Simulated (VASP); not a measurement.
Input of a VASP 6.6.1 run:

The input INCAR:

```
SYSTEM = Se
ALGO = Normal
EDIFF = 1E-6
EDIFFG = -0.01
ENCUT = 600
GGA = PS
IBRION = 2
ISIF = 3
ISMEAR = 0
LASPH = .TRUE.
LCHARG = .FALSE.
LREAL = .FALSE.
LWAVE = .FALSE.
NELM = 80
NSW = 90
PREC = Accurate
SIGMA = 0.03
```

KPOINTS

```
k-points
0
G
  9 9 6
  0 0 0
```

POSCAR

```
Se
1.0
    4.3662000000      0.0000000000      0.0000000000
   -2.1831000000      3.7812401180      0.0000000000
    0.0000000000      0.0000000000      4.9536000000
Se
3
Direct
    0.2254000000      0.0000000000      0.3333333333
    0.0000000000      0.2254000000      0.6666666667
    0.7746000000      0.7746000000      0.0000000000
```

Potentials or basis: VASP PAW PBE potentials, release 64 (Se).

Command:

```console
$ cat potpaw_PBE.64/Se/POTCAR > POTCAR
$ mpirun -np 1 vasp_std > vasp.out
```

What does it give for the relaxed volume?

24.08 Å³/atom.

Estimate the space group after relaxing (to 0.05 Å).

P3_121 (No. 152).

Predict the band gap on the k mesh.

0.41 eV, direct.

Final structure:
```xyz
3
Lattice="4.0321 0.0000 0.0000 -2.0160 3.4919 0.0000 0.0000 0.0000 5.1315" Properties=species:S:1:pos:R:3 pbc="T T T"
Se    1.0059    0.0000    1.7105
Se    3.5291    0.8711    3.4210
Se    1.5131    2.6207    0.0000
```

Caveat: the PAW data sets were made with another functional, which shifts forces and pressure a little; an odd mesh through Γ misses points on the zone boundary, where band edges often lie; the volume moved by -12 % from the deposited cell, more than functionals usually miss.
